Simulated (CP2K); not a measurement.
Runs of CP2K 2026.2 on Te. The structure is trigonal, space group P3_121 (No. 152). The conventional cell has a = 4.454 Å, b = 4.454 Å, c = 5.924 Å, α = 90.00°, β = 90.00°, γ = 120.00°. Te (site symmetry 2) has 2 Te at 2.86 Å as nearest neighbours. 

| level | cutoff of the non-local correlation (Ry) | gap on the mesh (eV) | pressure (GPa) | largest force (eV/Å) |
| --- | --- | --- | --- | --- |
| LDA | - | 0.55 | (b) | 0.51 |
| PW91 | - | 0.62 | 2.3 | 0.37 |
| HLE17 | - | 0.94 | 0.4 | 0.40 |
| PBEsol | - | 0.56 | 0.7 | (a) |
| OLYP | - | 0.70 | 2.6 | 0.13 |
| vdW-DF-cx | 300 | 0.61 | 1.6 | 0.45 |

Alike in all rows: task atomic charges; potentials or basis POTENTIAL_UZH Te GTH-PBE-q6; TZVP-MOLOPT-PBE-GTH basis; no spin polarisation; cell as given; k mesh 7 × 7 × 5; smearing fermi-dirac 0.05 eV.

Fill in the values left out.

(a) 0.46; (b) 0.6.

Caveats: the potentials were made for another functional, which shifts forces and pressure; spin-orbit coupling is left out, which moves the levels of the heavy elements; an odd mesh through Γ misses points on the zone boundary, where band edges often lie; the basis of atomic orbitals isn't converged, which shifts pressures, moduli and gaps; the potentials were made for a functional far from this one (some runs).

A k mesh can miss the band edges, and the runs leave out spin-orbit coupling on Te.

Runs at the PBE level aren't shown here.
